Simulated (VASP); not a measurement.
CdS (Greenockite): relaxation of cell and atoms with revPBE

Crystal: CdS (Greenockite).

```
Cd S
1.0
     4.15000    0.00000    0.00000
    -2.07500    3.59401    0.00000
     0.00000    0.00000    6.73700
Cd S
2 2
Direct
  0.66667 0.33333 0.50000
  0.33333 0.66667 0.00000
  0.66667 0.33333 0.87500
  0.33333 0.66667 0.37500
```

```yaml
Program: VASP 6.6.1
Task: relaxation of cell and atoms
Functional: revPBE
Potentials_or_basis: VASP PAW PBE potentials, release 64 (Cd, S)
Cutoff: 600 eV
k_mesh: 7 × 7 × 4
Occupations: fermi-dirac, width 0.05 eV
Spin: no spin polarisation
Further_INCAR_settings: ALGO = Normal; EDIFF = 1e-06; IBRION = 2; EDIFFG = -0.01; NSW = 60; ISIF = 3
```

```
Relaxed volume                         : 26.93 Å³/atom
Relaxed cell                           : a = 4.242 Å, b = 4.242 Å, c = 6.912 Å, α = 90.00°, β = 90.00°, γ = 120.00°
Space group after relaxing (to 0.05 Å) : P6_3mc (No. 186)
Energy gained by relaxing              : 21.4 meV/atom
Ionic steps                            : 8
Pressure after relaxing                : 0.0 GPa
Band gap on the k mesh                 : 1.17 eV, direct
```

Forces on the atoms (eV/Å):
```
Cd   0.000  0.000  0.003
Cd   0.000  0.000  0.003
S    0.000  0.000 -0.003
S    0.000  0.000 -0.003
```

Stress tensor (GPa, compression positive):
```
 0.05  0.00  0.00
 0.00  0.05  0.00
 0.00  0.00 -0.04
```

The path:
```
step  energy change (eV)  largest force (eV/Å)  pressure (GPa)  volume (Å³)
   1              0.0000                0.0710            3.98       100.48
   2             -0.0797                0.0046           -0.88       109.83
   3             -0.0855                0.0141           -0.01       107.74
   4             -0.0855                0.0149            0.01       107.60
   5             -0.0855                0.0085            0.07       107.59
   6             -0.0855                0.0033            0.07       107.58
   7             -0.0855                0.0024            0.06       107.62
   8             -0.0856                0.0030            0.02       107.72
```

Final structure:
```xyz
4
Lattice="4.2421 0.0000 0.0000 -2.1211 3.6738 0.0000 0.0000 0.0000 6.9120" Properties=species:S:1:pos:R:3 pbc="T T T"
Cd    2.1211    1.2246    3.4509
Cd    0.0000    2.4492    6.9069
S     2.1211    1.2246    6.0531
S     0.0000    2.4492    2.5971
```

Levels at points of the mesh, in eV from the valence-band top:
| k point | band 14 | band 15 | band 16 | band 17 | band 18 | band 19 | band 20 | band 21 | band 22 |
| --- | --- | --- | --- | --- | --- | --- | --- | --- | --- |
| (0.00, 0.00, 0.00) | -0.64 | -0.64 | -0.04 | 0.00 | 0.00 | 1.17 | 2.79 | 6.55 | 6.55 |
| (0.00, 0.00, 0.50) | -2.26 | -0.33 | -0.33 | -0.33 | -0.33 | 2.78 | 2.78 | 6.20 | 6.20 |

Wall time 3.4 min on 1 thread of AMD EPYC 9R45 (Zen 5), with other jobs on the host, peak memory 0.25 GiB.

Caveat: the PAW data sets were made with another functional, which shifts forces and pressure a little. revPBE gives volumes clearly too large for solids.
